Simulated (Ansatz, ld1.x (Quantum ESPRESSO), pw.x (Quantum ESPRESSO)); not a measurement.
From atom to crystal: PAW potential for chromium (Cr)

ld1.x (Quantum ESPRESSO) 7.5 input, shortened:

```
&input
   title='Cr', zed=24., rel=1, dft='PBE', iswitch=3,
   config='[Ar] 3d5 4s1 4p0'
 /
 &inputp
   pseudotype=3, lpaw=.true., tm=.true., lloc=-1, rcloc=1.75,
   nlcc=.true., new_core_ps=.true.,
   which_augfun='BESSEL', rmatch_augfun=0.90
 /
6
3S  1  0   2.00   0.00  1.30  1.55  0.0
4S  2  0   1.00   0.00  1.30  1.55  0.0
3P  2  1   6.00   0.00  1.35  1.80  0.0
4P  3  1   0.00   0.00  1.35  1.80  0.0
3D  3  2   5.00   0.00  0.90  1.10  0.0
3D  3  2   0.00   0.25  0.90  1.10  0.0
 &test
   configts(1)='3s2 3p6 3d5 4s1 4p0'
 /
```

Atomic tests: cutoffs needed: 90 Ry and 140 Ry (the cutoffs (Ry, on a coarse ladder) from which the occupation-weighted sum of valence levels, in a spherical-Bessel basis at the reference potential, stays within 10 and 1 mRy of its value at 400 Ry); ghost test: no extra level below or beside the all-electron valence levels (s, p, d, f tested) (spherical-Bessel basis up to 400 Ry, 20 bohr box); configuration tests: test run stopped at test 7 of 7 (negative rho).

Crystal test: fcc Cr in pw.x 7.5, no spin, 15³ k-points, Fermi–Dirac smearing 0.01 Ry, cutoffs 170/900 Ry. The lattice is a test structure that the element need not adopt, and mesh and smearing are coarse. Spin polarisation and strong correlation are left out, which matters for this element.

pw.x input:

```
&control
  calculation='scf', prefix='x', pseudo_dir='./', outdir='./tmp', tstress=.true., disk_io='none'
/
&system
  ibrav=0, nat=1, ntyp=1, ecutwfc=170, ecutrho=900, nbnd=15,
  occupations='smearing', smearing='fd', degauss=0.01
/
&electrons
  conv_thr=1e-09, mixing_beta=0.4, electron_maxstep=70
/
ATOMIC_SPECIES
Cr 1.0 Cr.UPF
CELL_PARAMETERS angstrom
  0.00000000 1.81444144 1.81444144
  1.81444144 0.00000000 1.81444144
  1.81444144 1.81444144 0.00000000
ATOMIC_POSITIONS crystal
Cr 0.0000 0.0000 0.0000
K_POINTS automatic
15 15 15 0 0 0
```

```bash
pw.x < Cr.scf.in > Cr.scf.out
```

**Question.** How does the run end?

**Answer.** It converges; the pressure is -6.30 GPa against -0.53 GPa from all-electron LAPW. This is a poor potential for the solid. Atomic configuration tests: test run stopped at test 7 of 7 (negative rho). The log shows:

```
     Exchange-correlation= SLA  PW   PBX  PBC
     number of k points=   120  Fermi-Dirac smearing, width (Ry)=  0.0100
     iteration #  1     ecut=   170.00 Ry     beta= 0.40
     total energy              =    -248.11544509 Ry
     estimated scf accuracy    <       0.74887673 Ry
     iteration #  2     ecut=   170.00 Ry     beta= 0.40
     total energy              =    -248.21340075 Ry
     estimated scf accuracy    <       0.02958963 Ry
     iteration #  3     ecut=   170.00 Ry     beta= 0.40
     total energy              =    -248.22248610 Ry
     estimated scf accuracy    <       0.03429975 Ry
     iteration #  4     ecut=   170.00 Ry     beta= 0.40
     total energy              =    -248.22440665 Ry
     estimated scf accuracy    <       0.00459664 Ry
     [... 8 iterations left out ...]
     iteration # 13     ecut=   170.00 Ry     beta= 0.40
     total energy              =    -248.22674303 Ry
     estimated scf accuracy    <       0.00000014 Ry
     iteration # 14     ecut=   170.00 Ry     beta= 0.40
     total energy              =    -248.22674303 Ry
     estimated scf accuracy    <       0.00000004 Ry
     iteration # 15     ecut=   170.00 Ry     beta= 0.40
     total energy              =    -248.22674309 Ry
     estimated scf accuracy    <          3.5E-09 Ry
     iteration # 16     ecut=   170.00 Ry     beta= 0.40
     the Fermi energy is    17.9712 ev
!    total energy              =    -248.22674310 Ry
     estimated scf accuracy    <          2.5E-10 Ry
     smearing contrib. (-TS)   =      -0.00758540 Ry
     The total energy is F=E-TS. E is the sum of the following terms:
     one-electron contribution =     -57.18802169 Ry
     hartree contribution      =      43.70263842 Ry
     xc contribution           =     -54.77444171 Ry
     ewald contribution        =    -131.04200454 Ry
     one-center paw contrib.   =     -48.91732818 Ry
     convergence has been achieved in  16 iterations
          total   stress  (Ry/bohr**3)                   (kbar)     P=      -63.00
     Message from routine punch:
     Nothing written, as per user request (disk_io='none')
```
